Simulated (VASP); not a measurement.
Input of a VASP 6.6.1 run:

File INCAR:

```
SYSTEM = Mo
ALGO = Normal
BPARAM = 11.95
CPARAM = 0.0093
EDIFF = 1E-7
EDIFFG = -0.002
ENCUT = 520
IBRION = 2
ISIF = 3
ISMEAR = 0
IVDW_NL = 2
LASPH = .True.
LCHARG = .False.
LMIXTAU = .True.
LREAL = .False.
LUSE_VDW = .True.
LWAVE = .False.
METAGGA = R2SCAN
NELM = 100
NSW = 80
PREC = Accurate
PSTRESS = 450.0
SIGMA = 0.1
```

KPOINTS

```
k-points
0
Gamma
  18 18 18
  0 0 0
```

The input POSCAR:

```
Mo
1.0
   -1.5734150000      1.5734150000      1.5734150000
    1.5734150000     -1.5734150000      1.5734150000
    1.5734150000      1.5734150000     -1.5734150000
Mo
1
Direct
    0.0000000000      0.0000000000      0.0000000000
```

Potentials or basis: VASP PAW PBE potentials, release 64 (Mo_sv).

Run with:

```sh
$ cat potpaw_PBE.64/Mo_sv/POTCAR > POTCAR
$ mpirun -np 1 vasp_std > vasp.out
```

(1) What does it give for the relaxed cell?

(2) What does it give for the relaxed volume?

Results:

(1) a = 2.616 Å, b = 2.616 Å, c = 2.616 Å, α = 109.47°, β = 109.47°, γ = 109.47°.

(2) 13.78 Å³/atom.

Caveat: the cell is relaxed towards a set pressure, so the enthalpy falls and the energy may rise; the PAW data sets were made with another functional, which shifts forces and pressure a little; pairwise dispersion overbinds metals, which lowers pressure and volume.
